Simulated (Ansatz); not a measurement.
What does this script print? It uses Ansatz 0.2.0, Python API.

`run_vcrelax.py`
```python
"""Relax cell and ions of BaTiO3."""

import argparse
import warnings

import ansatz as az
from ase import Atoms
from ase.neighborlist import neighbor_list
import numpy as np

parser = argparse.ArgumentParser(description="Relax cell and ions of BaTiO3.")
parser.add_argument("--kmesh", type=int, nargs=3, required=True, help="k-point sampling")
parser.add_argument("--scf-tol", type=float, required=True, help="SCF tolerance (eV)")
parser.add_argument("--xc", default="PBEsol", help="exchange-correlation functional")
parser.add_argument("--fmax", type=float, required=True, help="force threshold (eV/A)")
args = parser.parse_args()

def edges_and_angles(cell):
    cell = np.asarray(cell)
    a, b, c = np.linalg.norm(cell, axis=1)
    cosines = cell[1] @ cell[2] / (b * c), cell[0] @ cell[2] / (a * c), cell[0] @ cell[1] / (a * b)
    return (a, b, c, *np.degrees(np.arccos(cosines)))


def main() -> None:
    warnings.simplefilter("ignore", az.DeckWarning)

    crystal = (
        az.Lattice.from_parameters(3.9855, 4.01782, 4.01782, alpha=89.83362, beta=90.0, gamma=90.0)
        .atom("Ba", (0.0, 0.0, 0.0))
        .atom("Ti", (0.5, 0.5124, 0.5124))
        .atom("O", (0.0, 0.4874, 0.4874))
        .atom("O", (0.5, 0.50524, 0.99184))
        .atom("O", (0.5, 0.99184, 0.50524))
    )

    # a pressure is positive in compression
    base = (
        crystal.calculation()
        .kpoints(*args.kmesh, center="gamma")
        .occupations(az.OccupationsMethod.FIXED)
        .scf(tolerance=args.scf_tol)
        .functional(args.xc)
        .pseudopotentials("paw")
        .basis(21 * az.Ha)
        .relax(force_tolerance=args.fmax, max_steps=40, pressure=2)
    )
    steps = []


    def follow(event):
        if event["event"] != "relax_step":
            return
        row = event["data"]
        steps.append(row)
        print(f"step {row['step']:3d}  E = {row['lagrangian_ev']:.5f} eV  largest force component = {row['allowed_force_max_ev_ang']:.4f} eV/A  P = {row['pressure_gpa']:.3f} GPa")


    res = base.session().plan(threads=1).execute(on_event=follow)
    report = res.report

    first, last = steps[0], steps[-1]
    symbols = [site.symbol for site in res.lattice.sites]
    print(f"energy gained {first['lagrangian_ev'] - last['lagrangian_ev']:.4f} eV in {len(steps) - 1} steps")
    for label, vectors in (("before", first["cell_ang"]), ("after", res.lattice.cell_ang)):
        print(label, "a b c (A) {:.4f} {:.4f} {:.4f}  angles {:.2f} {:.2f} {:.2f}".format(*edges_and_angles(vectors)), f" V = {abs(np.linalg.det(vectors)):.3f} A^3")
    print("final stress xx yy zz (GPa, compression positive):", np.round(np.diag(report["stress_gpa"]), 3) + 0.0)

    print("atom   start x y z (A)              end x y z (A)")
    for symbol, a, b in zip(symbols, first["positions_ang"], last["positions_ang"]):
        print(f"{symbol:3s}", " ".join(f"{v:8.4f}" for v in a), "  ", " ".join(f"{v:8.4f}" for v in b))

    print("relaxed fractional positions")
    for site in res.lattice.sites:
        print(f"  {site.symbol:2s}", " ".join(f"{v % 1:8.5f}" for v in np.round(site.position_frac, 5)))

    final = Atoms(symbols, positions=last["positions_ang"], cell=res.lattice.cell_ang, pbc=True)
    i, j, d = neighbor_list("ijd", final, 4.5)
    print("neighbours within 1.1 times the shortest distance of each atom (A)")
    for atom in range(len(final)):
        near = [m for m in np.argsort(d) if i[m] == atom]
        shell = [m for m in near if d[m] < 1.1 * d[near[0]]]
        print(f"{symbols[atom]}{atom} ({len(shell)}):", ", ".join(f"{symbols[j[m]]} {d[m]:.3f}" for m in shell))

    for key in ("converged", "n_iterations", "n_electrons", "n_kpoints", "n_pw", "n_symmetry_ops", "free_energy_ev", "fermi_energy_ev"):
        print(f"{key:18s} {report[key]}")


if __name__ == "__main__":
    main()
```

```console
$ python run_vcrelax.py --kmesh 6 6 6 --scf-tol 1e-10 --fmax 0.03
step   1  E = -10027.46165 eV  largest force component = 0.2252 eV/A  P = -3.934 GPa
step   2  E = -10027.47636 eV  largest force component = 0.2621 eV/A  P = 2.599 GPa
step   3  E = -10027.48369 eV  largest force component = 0.1678 eV/A  P = 2.615 GPa
step   4  E = -10027.49054 eV  largest force component = 0.0768 eV/A  P = 1.931 GPa
step   5  E = -10027.49102 eV  largest force component = 0.0708 eV/A  P = 1.983 GPa
step   6  E = -10027.49271 eV  largest force component = 0.0630 eV/A  P = 1.943 GPa
step   7  E = -10027.49613 eV  largest force component = 0.0250 eV/A  P = 2.108 GPa
step   8  E = -10027.49639 eV  largest force component = 0.0014 eV/A  P = 2.009 GPa
step   9  E = -10027.49616 eV  largest force component = 0.0014 eV/A  P = 2.009 GPa
energy gained 0.0345 eV in 8 steps
before a b c (A) 3.9855 4.0178 4.0178  angles 89.83 90.00 90.00  V = 64.337 A^3
after a b c (A) 3.9420 3.9806 3.9806  angles 89.86 90.00 90.00  V = 62.463 A^3
final stress xx yy zz (GPa, compression positive): [1.99  2.019 2.019]
atom   start x y z (A)              end x y z (A)
Ba    0.0000   0.0000   0.0000      0.0000   0.0223   0.0223
Ti    1.9928   2.0647   2.0587      1.9710   2.0632   2.0572
O     0.0000   1.9640   1.9583      0.0000   1.9663   1.9606
O     1.9928   2.0415   3.9850      1.9710   1.9773   3.9307
O     1.9928   3.9909   2.0300      1.9710   3.9364   1.9659
relaxed fractional positions
  Ba  0.00000  0.00560  0.00560
  Ti  0.50000  0.51693  0.51693
  O   0.00000  0.49266  0.49266
  O   0.50000  0.49411  0.98758
  O   0.50000  0.98758  0.49411
neighbours within 1.1 times the shortest distance of each atom (A)
Ba0 (12): O 2.745, O 2.770, O 2.770, O 2.770, O 2.770, O 2.812, O 2.812, O 2.835, O 2.835, O 2.835, O 2.835, O 2.891
Ti1 (4): O 1.875, O 1.875, O 1.976, O 1.976
O2 (2): Ti 1.976, Ti 1.976
O3 (1): Ti 1.875
O4 (1): Ti 1.875
converged          True
n_iterations       5
n_electrons        40.0
n_kpoints          52
n_pw               1935
n_symmetry_ops     4
free_energy_ev     -10027.496163602478
fermi_energy_ev    10.531013517820247
```

Caveats:
- Absolute energies stand on the zero of these potentials, so only differences at equal settings mean something. A total without «per atom» is that of the whole cell that was run.
- Spin is left out of this run.
- Part of the cell is held or a pressure is applied, so the end point needn't be the zero-pressure lattice.
- At a fixed pressure a relaxation lowers the enthalpy F + PV, while F alone can rise.
- The Fermi level of a run with fixed occupations marks the highest occupied state on its mesh, not mid-gap.
- The zero of the levels is a convention of the potentials, so an absolute Fermi energy is no work function.
- Energies along a relaxation are free energies. Rows at an unchanged volume are solved on a plane-wave basis chosen afresh for that cell, so the energy can jump there; the script counts such rows among its steps.
- Edges and angles are those of the cell as typed, here a primitive one, not of the conventional cell.
- Symmetry holds the cell in this phase, whether or not it is the stable one at this pressure.
- The starting cell is as deposited in a crystallographic database; the results hold for this polymorph, which needn't be the stable one.
- Wall time of the script: 110 s on 1 thread of Arm Neoverse V1, with other jobs on the host, peak memory 0.52 GiB.
